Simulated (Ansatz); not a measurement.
# BN: the cost of one run

Computed with Ansatz 0.2.0 (DFT PBE, scalar-relativistic, plane waves, PAW, unless a step's input says otherwise).

1 further run of the same task is left out (set aside as unsound or not needed).

## 1. The structure to begin with

Symmetry: P6_3mc, No. 186, hexagonal system. The conventional cell has a = 2.555 Å, b = 2.555 Å, c = 4.225 Å, α = 90.00°, β = 90.00°, γ = 120.00°. Around B (site symmetry 3m) lie 4 N at 1.57 to 1.58 Å. Around N (site symmetry 3m) lie 4 B at 1.57 to 1.58 Å.

As a file:

```cif
data_structure
_symmetry_space_group_name_H-M 'P 1'
_symmetry_Int_Tables_number 1
_cell_length_a 2.5545
_cell_length_b 2.5545
_cell_length_c 4.2245
_cell_angle_alpha 90.000
_cell_angle_beta 90.000
_cell_angle_gamma 120.000
_cell_volume 23.87
loop_
_atom_site_label
_atom_site_type_symbol
_atom_site_fract_x
_atom_site_fract_y
_atom_site_fract_z
_atom_site_occupancy
B1 B 0.33333 0.66667 0.31269 1
B2 B 0.66667 0.33333 0.81269 1
N1 N 0.66667 0.33333 0.18731 1
N2 N 0.33333 0.66667 0.68731 1
```

It is the end of an earlier relaxation with the same method, from a generated guess; it is a trial structure. At a tolerance of 0.02 Å it has space group P6_3mc (No. 186); it has 5.97 Å³/atom, an uncorrected energy of -1.16 eV/atom over the elements and, on its mesh, gap 5.23 eV.

## 2. Point at V/V0 = 0.97

input.yaml

```yaml
crystal:
  lattice:
    - [2.5287296674, 0.0, 0.0]
    - [-1.2643648337, 2.1899441313, 0.0]
    - [0.0, 0.0, 4.1818302817]
  atoms:
    - { symbol: B, position: [0.3333333333, 0.6666666667, 0.3126939999] }
    - { symbol: B, position: [0.6666666667, 0.3333333333, 0.8126939999] }
    - { symbol: "N", position: [0.6666666667, 0.3333333333, 0.1873060001] }
    - { symbol: "N", position: [0.3333333333, 0.6666666667, 0.6873060001] }
basis:
  ecutwfc: 420
kpoints:
  mp_grid: { grid: [12, 12, 6] }
hamiltonian:
  xc: pbe
scf:
  occupations: { method: gaussian, width: 0.02 }
output:
  forces: true
  stress: true
  eigenvalues: true
  write_density: true
  write_potential: true
  elf: true
  volumetric_format: npy
relax:
  adjacent_minimum: "off"
  f_tol: 0.01
  max_steps: 30
  cell: { stress_tol: 0.1, fix: [volume] }
```

Run with:

```bash
$ ansatz run input.yaml --threads 1 --pin off --max-ram 2560MiB --backend cpu --events-out ev --progress --plain --runs-dir out
```

Q: Estimate wall time and peak memory on 1 thread of Arm Neoverse V2, shared host.

About 8.1 s, with a peak of 0.3 GiB.
